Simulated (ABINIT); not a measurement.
Input of an ABINIT 10.8.3 (patched build) run:

The input run.abi:

```
pp_dirpath "./"
pseudos "In.LDA_PW-JTH.xml, P.LDA_PW-JTH.xml"

acell 7.83169184 7.83169184 7.83169184
rprim
     0.0000000000     0.7071067812     0.7071067812
     0.7071067812     0.0000000000     0.7071067812
     0.7071067812     0.7071067812     0.0000000000
ntypat 2
znucl 49 15
natom 2
typat 1 2
xcart
     0.0000000000     0.0000000000     0.0000000000
     4.3957500000     4.3957500000     4.3957500000 Angstrom

ecut 20.0
pawecutdg 40.0

kptopt 1
ngkpt 6 6 6
nshiftk 1
shiftk 0.0 0.0 0.0

ixc 7

nband 13
occopt 3
tsmear 0.05 eV

nstep 100
tolvrs 1.0e-9

iomode 3
prtwf 0
prtden 0
prteig 0
prtebands 0
enunit 2
```

Potentials or basis: JTH PAW LDA v2.0.

Command:

```sh
$ abinit run.abi > log 2>&1
```

(1) Estimate the band gap on the k mesh.

Answers

(1) 0.46 eV, direct.

Caveat: spin-orbit coupling is left out, which moves the levels of the heavy elements.

**The experiment to reproduce.**

From a printed reference work, data compilation, for a bulk crystal of InP at 1.6 K: band gap 1.4236 eV (direct).

A measured gap of InP is 1.4236 eV (direct; 1.6 K; a printed reference work, data compilation); the calculated 0.46 eV misses it by -0.96 eV. Spin-orbit coupling on In is left out. The value is that of LDA, without temperature or zero-point motion. Semilocal functionals fall short of measured gaps as a rule.
